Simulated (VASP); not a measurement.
# GaN (P6_3mc) in VASP: a series of runs

Runs on GaN. Level: PBE. Tasks: relaxation of cell and atoms.

All numbers are computed with VASP 6.6.1; they aren't measurements. Logs are shortened: lines on timing, memory, paths and dates and some standing lists are left out, and cuts for length are marked.

**1. Starting point**

Symmetry: P6_3mc, No. 186, hexagonal system. The conventional cell has a = 3.180 Å, b = 3.180 Å, c = 5.166 Å, α = 90.00°, β = 90.00°, γ = 120.00°. Ga (site symmetry 3m) has 4 N at 1.94 to 1.95 Å as nearest neighbours. N (site symmetry 3m) is surrounded by 4 Ga at 1.94 to 1.95 Å.

**2. Relaxation of cell and atoms, PBE**

The input, INCAR:

```
PREC     = Accurate       # precision mode
ENCUT    = 520            # plane-wave cutoff, eV
EDIFF    = 1E-7           # SCF threshold, eV
ISMEAR   = 0              # smearing method
SIGMA    = 0.02           # smearing width, eV
LREAL    = F              # projectors in reciprocal space
LASPH    = T              # aspherical terms in the spheres
NELM     = 60             # most SCF steps
ALGO     = Fast           # electronic algorithm
ISIF     = 3              # what is computed and relaxed
LWAVE    = F              # write WAVECAR
LCHARG   = F              # write CHGCAR
GGA      = PE             # functional
IBRION   = 2              # ionic algorithm
NSW      = 80             # ionic steps
EDIFFG   = -0.002         # ionic threshold
KPAR     = 4
```

The input, KPOINTS:

```
Automatic mesh
0
Gamma
  9 9 4
```

The input, POSCAR:

```
GaN
1.0
    3.1800000000      0.0000000000      0.0000000000
   -1.5900000000      2.7539607800      0.0000000000
    0.0000000000      0.0000000000      5.1660000000
Ga N
2 2
Direct
    0.3333333300      0.6666666700      0.0000000000
    0.6666666700      0.3333333300      0.5000000000
    0.3333333300      0.6666666700      0.3750000000
    0.6666666700      0.3333333300      0.8750000000
```

Potentials or basis: VASP PAW PBE potentials, release 64 (Ga_d, N).

The run is started by

```sh
$ cat potpaw_PBE.64/Ga_d/POTCAR potpaw_PBE.64/N/POTCAR > POTCAR
$ mpirun -np 4 vasp_std > vasp.out
```

OUTCAR:

```text
PREC = Accurate
   ENCUT = 520
   EDIFF = 1E-7
   ISMEAR = 0
   LREAL = F
   LASPH = T
   NELM = 60
   ISIF = 3
   GGA = PE
   IBRION = 2
   NSW = 80
   EDIFFG = -0.002

 ion  position               nearest neighbor table
   1  0.333  0.667  0.000-   3 1.94   4 1.95   4 1.95   4 1.95
   2  0.667  0.333  0.500-   4 1.94   3 1.95   3 1.95   3 1.95
   3  0.333  0.667  0.375-   1 1.94   2 1.95   2 1.95   2 1.95
   4  0.667  0.333  0.875-   2 1.94   1 1.95   1 1.95   1 1.95

  LATTYP: Found a hexagonal cell.
 ALAT       =     3.1800000000
 C/A-ratio  =     1.6245283019

  Lattice vectors:

 A1 = (   3.1800000000,   0.0000000000,   0.0000000000)
 A2 = (  -1.5900000000,   2.7539607800,   0.0000000000)
 A3 = (   0.0000000000,   0.0000000000,   5.1660000000)

Analysis of symmetry for initial positions (statically):
=====================================================================
 Subroutine PRICEL returns:
 Original cell was already a primitive cell.

 Routine SETGRP: Setting up the symmetry group for a
 hexagonal supercell.

 Subroutine GETGRP returns: Found 12 space group operations
 (whereof  6 operations were pure point group operations)
 out of a pool of 24 trial point group operations.

The static configuration has the point symmetry C_3v.
 The point group associated with its full space group is C_6v.

Analysis of symmetry for dynamics (positions and initial velocities):
=====================================================================
 Subroutine PRICEL returns:
 Original cell was already a primitive cell.

 Routine SETGRP: Setting up the symmetry group for a
 hexagonal supercell.

 Subroutine GETGRP returns: Found 12 space group operations
 (whereof  6 operations were pure point group operations)
 out of a pool of 24 trial point group operations.

The dynamic configuration has the point symmetry C_3v.
 The point group associated with its full space group is C_6v.

 Subroutine INISYM returns: Found 12 space group operations
 (whereof  6 operations are pure point group operations),
 and found     1 'primitive' translations

----------------------------------------------------------------------------------------

                                     Primitive cell

  volume of cell :      45.2417

  direct lattice vectors                    reciprocal lattice vectors
     3.180000000  0.000000000  0.000000000     0.314465409  0.181556689  0.000000000
[... 111 lines left out ...]
  volume/ion in A,a.u.               =      11.31        76.33
  Fermi-wavevector in a.u.,A,eV,Ry     =   1.517036  2.866782 31.312427  2.301398
  Thomas-Fermi vector in A             =   2.626345
   LORBIT       =      0    0 simple, 1 ext, 2 COOP (PROOUT), +10 PAW based schemes
   GGA     = PE    functional components
   LHFCALC =     F    Hartree Fock is set to
   AEXX    =    0.0000 exact exchange contribution
   IVDW    =     0    specifies the selected vdW correction
   LEPSILON=     F    determine dielectric tensor
   LRPA    =     F    only Hartree local field effects (RPA)
 conjugate gradient relaxation of ions
 non-spin polarized calculation
 RMM-DIIS sequential band-by-band and
 Gauss-broadening in eV      SIGMA  =   0.02
  energy-cutoff  :      520.00
  volume of cell :       45.24
 maximum number of plane-waves:      1236
 NGX is ok and might be reduce to    24
   NGX = 11   NGY = 11   NGZ = 19

--------------------------------------- Ionic step        1  -------------------------------------------

 number of electron      36.0000002 magnetization

 Free energy of the ion-electron system (eV)
  ---------------------------------------------------
  ext. energy  EPLUGINS =         0.00000000
  ---------------------------------------------------
  free energy    TOTEN  =       -24.28484843 eV

  energy without entropy =      -24.28484843  energy(sigma->0) =      -24.28484843

------------------------ aborting loop because EDIFF is reached ----------------------------------------

  FORCE on cell =-STRESS in cart. coord.  units (eV):
  Direction    XX          YY          ZZ          XY          YZ          ZX
  --------------------------------------------------------------------------------------
  -------------------------------------------------------------------------------------
  Total        1.9067925      1.9067925      2.5163418      0.0000000      0.0000000      0.0000000
  in kB       67.5265777     67.5265775     89.1129744      0.0000000      0.0000000      0.0000000
  external PRESSURE =      74.7220432 kB  Pullay stress =       0.0000000 kB
[... 95 lines left out ...]
  FREE ENERGIE OF THE ION-ELECTRON SYSTEM (eV)
  ---------------------------------------------------
  free  energy   TOTEN  =       -24.3263602392 eV

  energy  without entropy=      -24.3263602392  energy(sigma->0) =      -24.32636024

[... ionic steps 4 to 8 ...]

--------------------------------------- Ionic step        9  -------------------------------------------

 number of electron      35.9999956 magnetization

------------------------ aborting loop because EDIFF is reached ----------------------------------------
[... 71 lines left out ...]
--------------------------------------- Ionic step       11  -------------------------------------------

 number of electron      35.9999956 magnetization

 Free energy of the ion-electron system (eV)
  ---------------------------------------------------
  ext. energy  EPLUGINS =         0.00000000
  ---------------------------------------------------
  free energy    TOTEN  =       -24.32639851 eV

  energy without entropy =      -24.32639851  energy(sigma->0) =      -24.32639851

 E-fermi :   5.1070     XC(G=0): -11.5132

 val. band max:        5.0055741747   @ k =   0.0000   0.0000   0.0000
 cond. band min:       6.7184614110   @ k =   0.0000   0.0000   0.0000
 fundamental gap:      1.7128872363
 Fermi energy:         5.1069872209

 k-point     1 :       0.0000    0.0000    0.0000
  band No.  band energies     occupation
      1     -10.7270      2.00000
      2      -9.9051      2.00000
      3      -8.4152      2.00000
      4      -8.4009      2.00000
      5      -8.4009      2.00000
      6      -8.3452      2.00000
[... 589 lines left out ...]
     21      11.9565      0.00000
     22      13.0975      0.00000

 [... further k-points ...]
[... 5 lines left out ...]
  --------------------------------------------------------------------------------------
  -------------------------------------------------------------------------------------
  Total        0.0029730      0.0029730     -0.0015779      0.0000000      0.0000000     -0.0000000
  in kB        0.1012404      0.1012404     -0.0537328      0.0000000      0.0000000     -0.0000000
  external PRESSURE =       0.0495826 kB  Pullay stress =       0.0000000 kB
[... 19 lines left out ...]
  FREE ENERGIE OF THE ION-ELECTRON SYSTEM (eV)
  ---------------------------------------------------
  free  energy   TOTEN  =       -24.3263985141 eV

  energy  without entropy=      -24.3263985141  energy(sigma->0) =      -24.32639851

 reached required accuracy - stopping structural energy minimisation
```

OSZICAR:

```text
N       E                     dE             d eps       ncg     rms          rms(c)
DAV:   1     0.289026984276E+03    0.28903E+03   -0.18736E+04  1632   0.307E+03
DAV:   2     0.836765307984E+01   -0.28066E+03   -0.27180E+03  1776   0.542E+02
[... 103 lines left out ...]
  10 F= -.24326399E+02 E0= -.24326399E+02  d E =-.132402E-04
       N       E                     dE             d eps       ncg     rms          rms(c)
DAV:   1    -0.243264000891E+02   -0.15552E-05   -0.15306E-04  2078   0.129E-01    0.914E-03
RMM:   2    -0.243263988351E+02    0.12540E-05   -0.57517E-06  1896   0.285E-02    0.482E-03
RMM:   3    -0.243263984592E+02    0.37593E-06   -0.24074E-06  1900   0.161E-02    0.101E-03
RMM:   4    -0.243263985141E+02   -0.54975E-07   -0.66623E-07  1381   0.804E-03
  11 F= -.24326399E+02 E0= -.24326399E+02  d E =-.132119E-04
```

CONTCAR:

```text
GaN
   1.00000000000000
     3.2186091375551542   -0.0000000000000000   -0.0000000000000000
    -1.6093045687775771    2.7873972737940167    0.0000000000000000
     0.0000000000000000    0.0000000000000000    5.2442835121369304
  Ga              N
     2     2
Direct
     0.3333333300000021    0.6666666699999979    0.9991479470005614
     0.6666666699999979    0.3333333300000021    0.4991479470005616
     0.3333333300000021    0.6666666699999979    0.3758520529994384
     0.6666666699999979    0.3333333300000021    0.8758520529994386

  0.00000000E+00  0.00000000E+00  0.00000000E+00
  0.00000000E+00  0.00000000E+00  0.00000000E+00
  0.00000000E+00  0.00000000E+00  0.00000000E+00
  0.00000000E+00  0.00000000E+00  0.00000000E+00
```

Wall time 79 s (4 MPI ranks of Intel Xeon Platinum 8259CL at 2.50GHz (Skylake/Cascade Lake), shared host); peak memory 0.18 GiB.

Results:

- Free energy: -24.3264 eV
- Relaxed volume: 11.76 Å³/atom
- Relaxed cell: a = 3.219 Å, b = 3.219 Å, c = 5.244 Å, α = 90.00°, β = 90.00°, γ = 120.00°
- Space group after relaxing (to 0.05 Å): P6_3mc (No. 186)
- Energy gained by relaxing: 10.4 meV/atom
- Ionic steps: 11
- Pressure after relaxing: 0.0 GPa
- Band gap on the k mesh: 1.71 eV, direct

The path:
```tsv
step	energy change (eV)	largest force (eV/Å)	pressure (GPa)	volume (Å³)
1	0.0000	0.1344	7.47	45.24
2	-0.0085	0.0608	-5.73	48.78
3	-0.0415	0.0142	0.00	47.05
4	-0.0415	0.0117	-0.14	47.09
5	-0.0415	0.0050	0.11	47.02
6	-0.0415	0.0072	0.04	47.04
7	-0.0415	0.0055	0.10	47.03
8	-0.0415	0.0070	0.04	47.03
9	-0.0415	0.0012	0.04	47.05
10	-0.0416	0.0020	-0.03	47.05
11	-0.0416	0.0010	0.00	47.05
```

Final structure:
```yaml
crystal:
  lattice:
    - [3.21861, 0.00000, 0.00000]
    - [-1.60930, 2.78740, 0.00000]
    - [0.00000, 0.00000, 5.24428]
  atoms:
    - { symbol: Ga, position: [0.33333, 0.66667, 0.99915] }
    - { symbol: Ga, position: [0.66667, 0.33333, 0.49915] }
    - { symbol: N, position: [0.33333, 0.66667, 0.37585] }
    - { symbol: N, position: [0.66667, 0.33333, 0.87585] }
```

**3. Relaxation of cell and atoms, PBE**

This run uses another cell than the first one, of 11.76 Å³/atom, 1.040 times its volume.

INCAR is that of step 2.

KPOINTS is that of step 2.

The input, POSCAR:

```
GaN                                     
1.0
    3.2186091376     -0.0000000000     -0.0000000000
   -1.6093045688      2.7873972738      0.0000000000
    0.0000000000      0.0000000000      5.2442835121
  Ga              N             
     2     2
Direct
     0.3333333300000021    0.6666666699999979    0.9991479470005614
     0.6666666699999979    0.3333333300000021    0.4991479470005616
     0.3333333300000021    0.6666666699999979    0.3758520529994384
     0.6666666699999979    0.3333333300000021    0.8758520529994386
```

Potentials or basis: VASP PAW PBE potentials, release 64 (Ga_d, N).

The run is started by

```sh
$ cat potpaw_PBE.64/Ga_d/POTCAR potpaw_PBE.64/N/POTCAR > POTCAR
$ mpirun -np 4 vasp_std > vasp.out
```

OUTCAR:

```text
PREC = Accurate
   ENCUT = 520
   EDIFF = 1E-7
   ISMEAR = 0
   LREAL = F
   LASPH = T
   NELM = 60
   ISIF = 3
   GGA = PE
   IBRION = 2
   NSW = 80
   EDIFFG = -0.002

 ion  position               nearest neighbor table
   1  0.333  0.667  0.999-   4 1.97   4 1.97   4 1.97   3 1.98
   2  0.667  0.333  0.499-   3 1.97   3 1.97   3 1.97   4 1.98
   3  0.333  0.667  0.376-   2 1.97   2 1.97   2 1.97   1 1.98
   4  0.667  0.333  0.876-   1 1.97   1 1.97   1 1.97   2 1.98

  LATTYP: Found a hexagonal cell.
 ALAT       =     3.2186091376
 C/A-ratio  =     1.6293632709

  Lattice vectors:

 A1 = (   3.2186091376,   0.0000000000,   0.0000000000)
 A2 = (  -1.6093045688,   2.7873972738,   0.0000000000)
 A3 = (   0.0000000000,   0.0000000000,   5.2442835121)

Analysis of symmetry for initial positions (statically):
=====================================================================
 Subroutine PRICEL returns:
 Original cell was already a primitive cell.

 Routine SETGRP: Setting up the symmetry group for a
 hexagonal supercell.

 Subroutine GETGRP returns: Found 12 space group operations
 (whereof  6 operations were pure point group operations)
 out of a pool of 24 trial point group operations.

The static configuration has the point symmetry C_3v.
 The point group associated with its full space group is C_6v.

Analysis of symmetry for dynamics (positions and initial velocities):
=====================================================================
 Subroutine PRICEL returns:
 Original cell was already a primitive cell.

 Routine SETGRP: Setting up the symmetry group for a
 hexagonal supercell.

 Subroutine GETGRP returns: Found 12 space group operations
 (whereof  6 operations were pure point group operations)
 out of a pool of 24 trial point group operations.

[... 127 lines left out ...]
  Fermi-wavevector in a.u.,A,eV,Ry     =   1.497354  2.829589 30.505213  2.242070
  Thomas-Fermi vector in A             =   2.609253
   LORBIT       =      0    0 simple, 1 ext, 2 COOP (PROOUT), +10 PAW based schemes
   GGA     = PE    functional components
   LHFCALC =     F    Hartree Fock is set to
   AEXX    =    0.0000 exact exchange contribution
   IVDW    =     0    specifies the selected vdW correction
   LEPSILON=     F    determine dielectric tensor
   LRPA    =     F    only Hartree local field effects (RPA)
 conjugate gradient relaxation of ions
 non-spin polarized calculation
 RMM-DIIS sequential band-by-band and
 Gauss-broadening in eV      SIGMA  =   0.02
  energy-cutoff  :      520.00
  volume of cell :       47.05
 maximum number of plane-waves:      1290
 NGX is ok and might be reduce to    24
   NGX = 11   NGY = 11   NGZ = 19

--------------------------------------- Ionic step        1  -------------------------------------------

 number of electron      35.9999956 magnetization

 Free energy of the ion-electron system (eV)
  ---------------------------------------------------
  ext. energy  EPLUGINS =         0.00000000
  ---------------------------------------------------
  free energy    TOTEN  =       -24.32753229 eV

  energy without entropy =      -24.32753229  energy(sigma->0) =      -24.32753229

------------------------ aborting loop because EDIFF is reached ----------------------------------------

  FORCE on cell =-STRESS in cart. coord.  units (eV):
  Direction    XX          YY          ZZ          XY          YZ          ZX
  --------------------------------------------------------------------------------------
  -------------------------------------------------------------------------------------
  Total        0.0569207      0.0569207      0.0519807      0.0000000      0.0000000     -0.0000000
  in kB        1.9383307      1.9383307      1.7701065      0.0000000      0.0000000     -0.0000000
  external PRESSURE =       1.8822560 kB  Pullay stress =       0.0000000 kB
[... 101 lines left out ...]
--------------------------------------- Ionic step        4  -------------------------------------------

 number of electron      35.9999957 magnetization

 Free energy of the ion-electron system (eV)
  ---------------------------------------------------
  ext. energy  EPLUGINS =         0.00000000
  ---------------------------------------------------
  free energy    TOTEN  =       -24.32753156 eV

  energy without entropy =      -24.32753156  energy(sigma->0) =      -24.32753156

 E-fermi :   5.1029     XC(G=0): -11.5112

 val. band max:        5.0016557914   @ k =   0.0000   0.0000   0.0000
 cond. band min:       6.7120761742   @ k =   0.0000   0.0000   0.0000
 fundamental gap:      1.7104203829
 Fermi energy:         5.1028729356

 k-point     1 :       0.0000    0.0000    0.0000
  band No.  band energies     occupation
      1     -10.7280      2.00000
      2      -9.9073      2.00000
      3      -8.4190      2.00000
      4      -8.4046      2.00000
      5      -8.4046      2.00000
      6      -8.3490      2.00000
[... 589 lines left out ...]
     21      11.9498      0.00000
     22      13.0919      0.00000

 [... further k-points ...]
[... 5 lines left out ...]
  --------------------------------------------------------------------------------------
  -------------------------------------------------------------------------------------
  Total        0.0021353      0.0021353     -0.0015503      0.0000000      0.0000000      0.0000000
  in kB        0.0726884      0.0726884     -0.0527749      0.0000000      0.0000000      0.0000000
  external PRESSURE =       0.0308673 kB  Pullay stress =       0.0000000 kB
[... 19 lines left out ...]
  FREE ENERGIE OF THE ION-ELECTRON SYSTEM (eV)
  ---------------------------------------------------
  free  energy   TOTEN  =       -24.3275315579 eV

  energy  without entropy=      -24.3275315579  energy(sigma->0) =      -24.32753156

 reached required accuracy - stopping structural energy minimisation
```

OSZICAR:

```text
N       E                     dE             d eps       ncg     rms          rms(c)
DAV:   1     0.279554737757E+03    0.27955E+03   -0.18411E+04  1676   0.300E+03
DAV:   2     0.804506393348E+01   -0.27151E+03   -0.26236E+03  1804   0.533E+02
DAV:   3    -0.268041144912E+02   -0.34849E+02   -0.34375E+02  1806   0.155E+02
DAV:   4    -0.282343172792E+02   -0.14302E+01   -0.14268E+01  2250   0.334E+01
[... 38 lines left out ...]
       N       E                     dE             d eps       ncg     rms          rms(c)
DAV:   1    -0.243275328240E+02   -0.20652E-05   -0.21093E-05  1910   0.106E-01    0.716E-03
RMM:   2    -0.243275318018E+02    0.10222E-05   -0.24879E-06  1888   0.191E-02    0.348E-03
RMM:   3    -0.243275315555E+02    0.24637E-06   -0.83494E-07  1664   0.108E-02    0.525E-04
RMM:   4    -0.243275315579E+02   -0.24775E-08   -0.11801E-07   998   0.347E-03
   4 F= -.24327532E+02 E0= -.24327532E+02  d E =0.733033E-06
```

It took 32 s on 4 MPI ranks of Intel Xeon Platinum 8259CL at 2.50GHz (Skylake/Cascade Lake), shared host; peak memory 0.17 GiB.

Results:

- Free energy: -24.3275 eV
- Relaxed volume: 11.77 Å³/atom
- Relaxed cell: a = 3.219 Å, b = 3.219 Å, c = 5.245 Å, α = 90.00°, β = 90.00°, γ = 120.00°
- Space group after relaxing (to 0.05 Å): P6_3mc (No. 186)
- Energy gained by relaxing: 0.0 meV/atom
- Ionic steps: 4
- Pressure after relaxing: 0.0 GPa
- Band gap on the k mesh: 1.71 eV, direct

Final structure:
```
Ga N
1.0
     3.21901    0.00000    0.00000
    -1.60950    2.78774    0.00000
     0.00000    0.00000    5.24488
Ga N
2 2
Cartesian
  0.0000 1.8585 5.2404
  1.6095 0.9292 2.6180
  0.0000 1.8585 1.9713
  1.6095 0.9292 4.5937
```

Levels at points of the mesh, in eV from the valence-band top:
```
           k point  band 16  band 17  band 18  band 19  band 20  band 21
(0.00, 0.00, 0.00)    -0.04     0.00     0.00     1.71     4.06     9.02
(0.00, 0.00, 0.50)    -0.51    -0.51    -0.51     4.06     4.06     8.31
```

PBE gaps usually lie below the measured ones, often by a third to a half.
